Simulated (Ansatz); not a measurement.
# Ni: starts and ends of a spin-polarised SCF

Aim: see which self-consistent states Ni reaches from different starts at one fixed geometry, and which of them is lowest. Ni is taken in its experimental structure (space group Fm-3m, primitive cell doubled), 2 atoms in the cell. Source: COD entry 9012970; the sample's temperature and pressure aren't taken into account.

Program: Ansatz 0.2.0. Level of theory: DFT r2SCAN, PAW, plane waves, scalar-relativistic. These are calculated values, not measurements.

### 1 The system as given

Symmetry: Fm-3m, No. 225, cubic system. The conventional cell has a = 3.526 Å, b = 3.526 Å, c = 3.526 Å, α = 90.00°, β = 90.00°, γ = 90.00°. Around Ni (site symmetry m-3m) lie 12 Ni at 2.49 Å.

As a file:

```cif
data_structure
_symmetry_space_group_name_H-M 'Fm-3m'
_symmetry_Int_Tables_number 225
_cell_length_a 3.5259
_cell_length_b 3.5259
_cell_length_c 3.5259
_cell_angle_alpha 90.000
_cell_angle_beta 90.000
_cell_angle_gamma 90.000
_cell_volume 43.83
loop_
_atom_site_label
_atom_site_type_symbol
_atom_site_symmetry_multiplicity
_atom_site_Wyckoff_symbol
_atom_site_fract_x
_atom_site_fract_y
_atom_site_fract_z
_atom_site_occupancy
Ni1 Ni 4 a 0.00000 0.00000 0.00000 1
```

In tables a label like Ni2 counts atoms in the order of input.yaml; a structure file may count by element.

The first starts: parallel moments, plain SCF; opposed moments +-, plain SCF; no spin polarisation; spin on, no moments given (the program may seed its own), plain SCF. Further starts follow from what these give.

A plain SCF has the search for lower states switched off and ends at the first converged state. 

Moments by site are taken inside atomic spheres; the rest lies between them.

### 2 Parallel moments, plain SCF

Input file input.yaml:

```yaml
crystal:
  lattice:
    - [-1.76295, -3.5259, -1.76295]
    - [-1.76295, 0.0, -1.76295]
    - [1.76295, 0.0, -1.76295]
  atoms:
    - { symbol: Ni, position: [0.0, 0.0, 0.0], spin: 2.0 }
    - { symbol: Ni, position: [0.5, 0.0, 0.5], spin: 2.0 }
magnetization:
  spin_polarized: true
hamiltonian:
  xc: r2scan
  pseudopotentials: { kind: paw }
basis:
  ecutwfc: 500
kpoints:
  mp_grid: { grid: [8, 14, 11] }
scf:
  occupations: { method: fermi_dirac, width: 0.1 }
  lower_state_search: "off"
output:
  forces: true
  stress: true
```

Log, shortened:

```text
Warning: crystal.symmetry: narrowed to the stabiliser of the k-point mesh — unitary ops 32 → 8; excluded 24 operations that carry a point of the 8×14×11 mesh (shift [0, 0, 0]) off the mesh (the run samples exactly the mesh kpoints.mp_grid names, as under crystal.symmetry.detect: false, [...]
Pseudopotentials: kind: paw
Pseudopotential: Ni, paw, valence charge 18, recommended cutoff 500 eV (meta_gga), Ni.paw.azcp
Functional definition: r2SCAN
[...]
Crystal: 2 atoms, lattice volume = 21.917 Å³
Basis set: ecut = 500 eV, 569 PW (Γ), exchange–correlation on 128×80×80 points (64 copies of the dense FFT grid, shifted against one another)
Bands: 24, of which v1, the nominal top of the filled ones, is band 18 counted from 1 (17 counted from 0)
Symmetry: 8 space group operations
k-points: 348 of 1232
[...]
Starting moments: Σ|m| = 4 μB on 2 of 2 sites
[...]
SCF iter   1: F=-11690.406852 eV  HF=-11689.775675 eV  |F-HF|=6.31e-1  |Δ(HF+E_count)|=         —  Δρ=1.12e-1 (↑9.20e-2 ↓1.12e-1)  dr2=5.42e-2  dr2_τ=3.44e-2  dr2_m=2.08e0  M=2.053 μB ∫|m|=2.337 μB  β_m=0.62  ethr=1.51e-4  ⟨swp⟩=1.7  Hψ=90126  notcnv=0
[...]
spin-set hold released at iteration 1 (the charge has settled, or the pull on large starting moments outlasts its swing): the magnetisation degrees of freedom join the quasi-Newton model from the next iteration; the mixer history was flushed
[...]
SCF iter  14: F=-11690.597295 eV  HF=-11690.597295 eV  |F-HF|=6.32e-8  |Δ(HF+E_count)|=   9.38e-7  Δρ=6.44e-6 (↑3.64e-6 ↓6.44e-6)  dr2=9.80e-9  dr2_τ=5.80e-11  dr2_m=5.34e-10  M=1.508 μB ∫|m|=1.854 μB  ethr=9.64e-11  ⟨swp⟩=5.0  Hψ=65337  notcnv=0
[...]
this state was not tested for a lower state beside it, because the mixer in use, unlike msr1, does not test its closes by its own steps (another_mixer; see scf.mixing.algorithm and scf.lower_state_search)
SCF converged after 14 iterations
Magnetization: 1.5077 μB (18.7538 up, 17.2462 down)
Absolute magnetization: 1.8561 μB (∫|ρ↑−ρ↓|, with the PAW one-centre terms)
Spin contamination: 0.0440 ħ² per cell (⟨S²⟩ above its minimum at these occupations)
Per-site moments (μB) at R_I (Å): [(0.8226379580393672, 1.0284399674115798), (0.8226379580393672, 1.0284399674115798)]
Free energy (F): -11690.597295 eV
[...]
E sigma→0 (E₀):  -11690.555258 eV
Entropy (-TS):   -0.084074 eV (-42.037 meV/atom)
Fermi energy:    17.944272 eV
[...]
--- Forces (eV/Å), atoms counted from 1 ---
  atom   1  Ni    -0.00000000     0.00000000    -0.00000000
  atom   2  Ni     0.00000000     0.00000000    -0.00000000
[...]
--- Stress (GPa, compression-positive) ---
       -7.825476      -0.030324      -0.083987
       -0.030342      -7.863712      -0.030342
       -0.083987      -0.030324      -7.825476
  P = ⅓ Tr σ = -7.8382 GPa (-78.382 kbar)
```

Wall time 42 s (2 threads of an Arm CPU, shared host); peak memory 0.63 GiB.

The state reached is ferromagnetic, site moments Ni1 0.82, Ni2 0.82 μB, total 1.51 μB per cell, no gap on the k-mesh.

### 3 Opposed moments +-, plain SCF

Edit input.yaml of step 2 so:

```diff
@@ -7,3 +7,3 @@
     - { symbol: Ni, position: [0.0, 0.0, 0.0], spin: 2.0 }
-    - { symbol: Ni, position: [0.5, 0.0, 0.5], spin: 2.0 }
+    - { symbol: Ni, position: [0.5, 0.0, 0.5], spin: -2.0 }
 magnetization:
```

Log, shortened:

```text
Warning: crystal.symmetry: narrowed to the stabiliser of the k-point mesh — unitary ops 16 → 4; excluded 12 operations that carry a point of the 8×14×11 mesh (shift [0, 0, 0]) off the mesh (the run samples exactly the mesh kpoints.mp_grid names, as under crystal.symmetry.detect: false, [...]
[... 12 lines as in an earlier run ...]
Symmetry: 4 space group operations
[... 6 lines as in an earlier run ...]
Starting moments: Σ|m| = 4 μB on 2 of 2 sites
[... 2 lines as in an earlier run ...]
spin-down is spin-up translated by (0.5, 0, 0.5): one eigenproblem is solved per k-point and the antiferromagnetic symmetry of the starting moments is kept exactly by this SCF (crystal.symmetry.spin_inversion_symmetry: false solves both channels; [...]
SCF iter   1: F=-11689.944801 eV  HF=-11689.310460 eV  |F-HF|=6.34e-1  |Δ(HF+E_count)|=         —  Δρ=1.22e-1 (↑1.22e-1 ↓1.22e-1)  dr2=1.30e-1  dr2_τ=3.70e-2  dr2_m=2.92e0  M=0.000 μB ∫|m|=2.083 μB  β_m=0.30  ethr=3.64e-4  ⟨swp⟩=1.4  Hψ=45905  notcnv=0
[...]
[... 1 line as in an earlier run ...]
[...]
SCF iter  23: F=-11690.396318 eV  HF=-11690.396318 eV  |F-HF|=1.39e-9  |Δ(HF+E_count)|=   4.20e-9  Δρ=1.94e-6 (↑1.94e-6 ↓1.94e-6)  dr2=3.80e-11  dr2_τ=7.53e-12  dr2_m=6.93e-10  M=0.000 μB ∫|m|=0.478 μB  ethr=4.11e-12  ⟨swp⟩=2.1  Hψ=30112  notcnv=0
[...]
[... 1 line as in an earlier run ...]
SCF converged after 23 iterations
Magnetization: 0.0000 μB (18.0000 up, 18.0000 down)
Absolute magnetization: 0.4783 μB (∫|ρ↑−ρ↓|, with the PAW one-centre terms)
Spin contamination: 0.1494 ħ² per cell (⟨S²⟩ above its minimum at these occupations)
Per-site moments (μB) at R_I (Å): [(0.23397438925913436, 1.0284399674115798), (-0.23397438925913436, 1.0284399674115798)]
Free energy (F): -11690.396318 eV
[...]
E sigma→0 (E₀):  -11690.322145 eV
Entropy (-TS):   -0.148346 eV (-74.173 meV/atom)
Fermi energy:    17.615472 eV
[...]
--- Forces (eV/Å), atoms counted from 1 ---
  atom   1  Ni    -0.00000000     0.00000000     0.00000000
  atom   2  Ni     0.00000000     0.00000000    -0.00000000
[...]
--- Stress (GPa, compression-positive) ---
       -9.905254      -0.004946      -0.124355
       -0.004926      -9.991259      -0.004926
       -0.124355      -0.004946      -9.905254
  P = ⅓ Tr σ = -9.9339 GPa (-99.339 kbar)
```

Wall time 38 s (2 threads of an Arm CPU, shared host); peak memory 0.59 GiB.

The state reached is antiferromagnetic (magnetic neighbours of Ni1 with a moment over 0.3 of its own that point the other way: 8 of 12 at 2.49 Å, 0 of 6 at 3.53 Å), site moments Ni1 0.23, Ni2 -0.23 μB, total 0.00 μB per cell, no gap on the k-mesh. Against step 2, the lowest until now, it is 100 meV/atom higher.

### 4 No spin polarisation

Edit input.yaml of step 3 so:

```diff
@@ -6,6 +6,4 @@
   atoms:
-    - { symbol: Ni, position: [0.0, 0.0, 0.0], spin: 2.0 }
-    - { symbol: Ni, position: [0.5, 0.0, 0.5], spin: -2.0 }
-magnetization:
-  spin_polarized: true
+    - { symbol: Ni, position: [0.0, 0.0, 0.0] }
+    - { symbol: Ni, position: [0.5, 0.0, 0.5] }
 hamiltonian:
```

Log, shortened:

```text
[... 12 lines as in an earlier run ...]
Bands: 22, of which v1, the nominal top of the filled ones, is band 18 counted from 1 (17 counted from 0)
[... 6 lines as in an earlier run ...]
[...]
[... 2 lines as in an earlier run ...]
SCF iter   1: F=-11690.373365 eV  HF=-11690.291744 eV  |F-HF|=8.16e-2  |Δ(HF+E_count)|=         —  Δρ=1.93e-2  dr2=4.54e-2  dr2_τ=5.79e-2  ethr=1.77e-3  ⟨swp⟩=5.2  Hψ=30121  notcnv=0
[...]
SCF iter   9: F=-11690.389922 eV  HF=-11690.389922 eV  |F-HF|=9.86e-10  |Δ(HF+E_count)|=   1.67e-8  Δρ=3.58e-6  dr2=1.77e-9  dr2_τ=1.57e-11  ethr=2.78e-10  ⟨swp⟩=5.0  Hψ=32163  notcnv=0
[...]
SCF converged after 9 iterations
Free energy (F): -11690.389922 eV
[...]
E sigma→0 (E₀):  -11690.303899 eV
Entropy (-TS):   -0.172046 eV (-86.023 meV/atom)
Fermi energy:    17.591351 eV
[...]
--- Forces (eV/Å), atoms counted from 1 ---
  atom   1  Ni    -0.00000000     0.00000000    -0.00000000
  atom   2  Ni    -0.00000000     0.00000000    -0.00000000
[...]
--- Stress (GPa, compression-positive) ---
      -10.224332      -0.000982      -0.053746
       -0.000983     -10.407602      -0.000983
       -0.053746      -0.000982     -10.224332
  P = ⅓ Tr σ = -10.2854 GPa (-102.854 kbar)
```

Run time: 12 s. Hardware: 2 threads of an Arm CPU, shared host; peak memory 0.48 GiB.

The state reached is non-magnetic (no spin polarisation), no gap on the k-mesh. It lies 104 meV/atom above the lowest state so far (step 2).

### 5 Spin on, no moments given (the program may seed its own), plain SCF

Edit input.yaml of step 4 so:

```diff
@@ -21 +21,3 @@
   stress: true
+magnetization:
+  spin_polarized: true
```

Log, shortened:

```text
[... 1 line as in an earlier run ...]
band count auto-derived: 24 (N_el = 36.0; filled up to band 18; 22 by the electrons, moments and atoms)
[... 21 lines as in an earlier run ...]
[...]
SCF iter   1: F=-11689.941121 eV  HF=-11688.886302 eV  |F-HF|=1.05e0  |Δ(HF+E_count)|=         —  Δρ=1.83e-1 (↑1.83e-1 ↓1.65e-1)  dr2=4.44e-2  dr2_τ=4.29e-2  dr2_m=6.07e0  M=2.468 μB ∫|m|=2.468 μB  ethr=9.40e-4  ⟨swp⟩=1.3  Hψ=45385  notcnv=0
[...]
SCF iter  12: F=-11690.597295 eV  HF=-11690.597295 eV  |F-HF|=1.87e-9  |Δ(HF+E_count)|=   2.99e-8  Δρ=3.83e-6 (↑1.70e-6 ↓3.83e-6)  dr2=2.94e-9  dr2_τ=7.26e-12  dr2_m=4.35e-10  M=1.508 μB ∫|m|=1.854 μB  ethr=6.26e-11  ⟨swp⟩=2.7  Hψ=61829  notcnv=0
[...]
SCF converged after 12 iterations
Magnetization: 1.5076 μB (18.7538 up, 17.2462 down)
Absolute magnetization: 1.8559 μB (∫|ρ↑−ρ↓|, with the PAW one-centre terms)
Spin contamination: 0.0440 ħ² per cell (⟨S²⟩ above its minimum at these occupations)
Per-site moments (μB) at R_I (Å): [(0.8225844910865736, 1.0284399674115798), (0.8225844910865736, 1.0284399674115798)]
Free energy (F): -11690.597295 eV
[...]
E sigma→0 (E₀):  -11690.555255 eV
Entropy (-TS):   -0.084080 eV (-42.040 meV/atom)
Fermi energy:    17.944275 eV
[... 26 lines left out: energy terms, forces, stress ...]
```

Wall time 33 s (2 threads of an Arm CPU, shared host); peak memory 0.62 GiB.

Nothing new: the 12 iterations lead to the state found in step 2 (ferromagnetic).

### 6 Parallel moments scaled by 0.1, plain SCF

Edit input.yaml of step 5 so:

```diff
@@ -6,4 +6,6 @@
   atoms:
-    - { symbol: Ni, position: [0.0, 0.0, 0.0] }
-    - { symbol: Ni, position: [0.5, 0.0, 0.5] }
+    - { symbol: Ni, position: [0.0, 0.0, 0.0], spin: 0.2 }
+    - { symbol: Ni, position: [0.5, 0.0, 0.5], spin: 0.2 }
+magnetization:
+  spin_polarized: true
 hamiltonian:
@@ -21,3 +23 @@
   stress: true
-magnetization:
-  spin_polarized: true
```

Log, shortened:

```text
[... 12 lines as in an earlier run ...]
Bands: 23, of which v1, the nominal top of the filled ones, is band 18 counted from 1 (17 counted from 0)
[... 7 lines as in an earlier run ...]
Starting moments: Σ|m| = 0.4 μB on 2 of 2 sites
[... 2 lines as in an earlier run ...]
[...]
SCF iter   1: F=-11690.294827 eV  HF=-11690.243663 eV  |F-HF|=5.12e-2  |Δ(HF+E_count)|=         —  Δρ=5.27e-2 (↑5.27e-2 ↓1.24e-2)  dr2=3.35e-1  dr2_τ=1.37e-2  dr2_m=1.37e-1  M=0.649 μB ∫|m|=0.665 μB  β_m=1.00  ethr=9.33e-4  ⟨swp⟩=1.0  Hψ=86473  notcnv=0
[...]
spin-set hold released at iteration 7 (site moments contracting): the magnetisation degrees of freedom join the quasi-Newton model from the next iteration; the mixer history was flushed
[...]
SCF iter  20: F=-11690.597295 eV  HF=-11690.597295 eV  |F-HF|=1.44e-8  |Δ(HF+E_count)|=   3.90e-7  Δρ=3.82e-6 (↑3.76e-6 ↓3.82e-6)  dr2=5.07e-10  dr2_τ=2.26e-11  dr2_m=2.13e-9  M=1.508 μB ∫|m|=1.854 μB  ethr=1.21e-11  ⟨swp⟩=4.6  Hψ=60061  notcnv=0
[...]
[... 1 line as in an earlier run ...]
SCF converged after 20 iterations
Magnetization: 1.5077 μB (18.7538 up, 17.2462 down)
Absolute magnetization: 1.8560 μB (∫|ρ↑−ρ↓|, with the PAW one-centre terms)
Spin contamination: 0.0440 ħ² per cell (⟨S²⟩ above its minimum at these occupations)
Per-site moments (μB) at R_I (Å): [(0.8226278281514882, 1.0284399674115798), (0.8226278281514882, 1.0284399674115798)]
Free energy (F): -11690.597295 eV
[...]
E sigma→0 (E₀):  -11690.555258 eV
Entropy (-TS):   -0.084074 eV (-42.037 meV/atom)
Fermi energy:    17.944309 eV
[... 26 lines left out: energy terms, forces, stress ...]
```

Wall time 55 s (2 threads of an Arm CPU, shared host); peak memory 0.61 GiB.

The run ends in the same state as step 2 (ferromagnetic); it took 20 iterations.

[end of part 1 of 2]
